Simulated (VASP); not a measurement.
Li2O:

```
Li O
1.0
     0.00000    2.31303    2.31303
     2.31303    0.00000    2.31303
     2.31303    2.31303    0.00000
Li O
2 1
Direct
  0.25000 0.25000 0.25000
  0.75000 0.75000 0.75000
  0.00000 0.00000 0.00000
```

```yaml
Program: VASP 6.6.1
Task: relaxation of cell and atoms
Functional: LDA
Potentials_or_basis: VASP PAW LDA potentials, release 64 (Li_sv, O)
Cutoff: 600 eV
k_mesh: 8 × 8 × 8
Occupations: gaussian, width 0.02 eV
Spin: no spin polarisation
```

At the start: pressure -7.2 GPa; volume 8.25 Å³/atom.

**Question.** Where does the relaxation end?

**Answer.** Over 4 steps the energy falls by 17.9 meV/atom and the volume is 7.52 Å³/atom (-8.9 %); space group Fm-3m (No. 225, to 0.05 Å).

Step by step:
| step | energy change (eV) | largest force (eV/Å) | pressure (GPa) | volume (Å³) |
| --- | --- | --- | --- | --- |
| 1 | 0.0000 | 0.0000 | -7.24 | 24.75 |
| 2 | -0.0441 | 0.0000 | -3.31 | 23.44 |
| 3 | -0.0535 | 0.0000 | -0.36 | 22.65 |
| 4 | -0.0536 | 0.0000 | 0.00 | 22.56 |

Final structure:
```xyz
3
Lattice="0.0000 2.2426 2.2426 2.2426 0.0000 2.2426 2.2426 2.2426 0.0000" Properties=species:S:1:pos:R:3 pbc="T T T"
Li    1.1213    1.1213    1.1213
Li    3.3639    3.3639    3.3639
O     2.2426    0.0000    2.2426
```

Caveat: the cutoff is under 1.25 times the usual one of these potentials, so pressure, stress and relaxed cells hold a basis-set (Pulay) error.
